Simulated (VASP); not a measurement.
Write the native input for VASP 6.6.1 that does the following.

| Quantity | Value |
| --- | --- |
| Task | relaxation of the atoms |
| Functional | LDA |
| Potentials or basis | VASP PAW LDA potentials, release 64 (C) |
| Cutoff | 600 eV |
| k mesh | 14 × 14 × 14 |
| Occupations | gaussian, width 0.03 eV |
| Spin | no spin polarisation |
| Further INCAR settings | ALGO = Normal; EDIFF = 1e-07; IBRION = 2; EDIFFG = -0.01; NSW = 40 |

The structure of C lies in POSCAR:

```
C                                       
1.0
    0.0000000000      1.7430813681      1.7430813681
    1.7430813681      0.0000000000      1.7430813681
    1.7430813681      1.7430813681      0.0000000000
  C             
     2
Direct
     0.0000000000000000    0.0000000000000000    0.0000000000000000
     0.2500000000000000    0.2500000000000000    0.2500000000000000
```

This isn't the form of C at room conditions, which is graphite.

The cell isn't the ideal one: a relaxed cell with its volume scaled by 0.96.

One way to write it, as run:

INCAR

```
PREC = Accurate
ENCUT = 600
EDIFF = 1E-7
ISMEAR = 0
SIGMA = 0.03
LREAL = F
LASPH = T
NELM = 80
ALGO = Normal
ISIF = 2
LWAVE = F
LCHARG = F
GGA = CA
IBRION = 2
NSW = 40
EDIFFG = -0.01
```

KPOINTS

```
regular mesh
0
Gamma
  14 14 14
```

Potentials or basis: VASP PAW LDA potentials, release 64 (C).

Launch:

```sh
$ cat potpaw_LDA.64/C/POTCAR > POTCAR
$ mpirun -np 1 vasp_std > vasp.out
```

It gave:

```
Pressure after relaxing : 20.5 GPa
Band gap on the k mesh  : 4.27 eV, indirect (least direct gap 5.74 eV)
```

Caveat: the relaxation stopped at its first step, so nothing moved.

Wall time 6.2 s on 1 thread of Intel(R) Xeon(R) Platinum 8488C (Sapphire Rapids), with other jobs on the host, peak memory 0.11 GiB.
